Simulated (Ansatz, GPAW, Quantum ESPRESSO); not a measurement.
## Ca: 8 runs at one level of theory

```xyz
1
Lattice="0.0000 2.7942 2.7942 2.7942 0.0000 2.7942 2.7942 2.7942 0.0000" Properties=species:S:1:pos:R:3 pbc="T T T"
Ca    0.0000    0.0000    0.0000
```

Alike in all runs: task band structure; functional PBE; k mesh 8 × 8 × 8; occupations fermi-dirac, width 0.05 eV; no spin polarisation; no spin-orbit coupling. Pressure is positive in compression and, in plane waves, holds the error of the finite cutoff, which Ansatz's Pulay term estimates and takes out.

```tsv
program and potentials	plane-wave cutoff (eV)	notes	pressure (GPa)
Ansatz, Ansatz PAW	420	-	-0.56
Ansatz, JTH PAW	870	-	-0.56
Quantum ESPRESSO, PseudoDojo 0.4.1 SR PBE standard	925	-	-0.58
Ansatz, Ansatz PAW (files of its older set among them)	520	-	-0.56
Ansatz, all-electron LAPW, scalar-relativistic	-	-	-0.56
Ansatz, SPMS NC	435	Pulay term of +0.06 GPa included	-0.60
Ansatz, PseudoDojo stringent (PBE files)	925	-	-0.57
GPAW, GPAW PAW data sets (gpaw-data 1.2.1)	600	-	-0.52
```

The pressure spans -0.60 (Ansatz, SPMS NC) to -0.52 GPa (GPAW, GPAW PAW data sets (gpaw-data 1.2.1)), with all-electron results at -0.56.

Differences between rows come from potentials, basis sets and numerical settings, since the functional is the same but for its coding. Runs on potential files found faulty are left out.
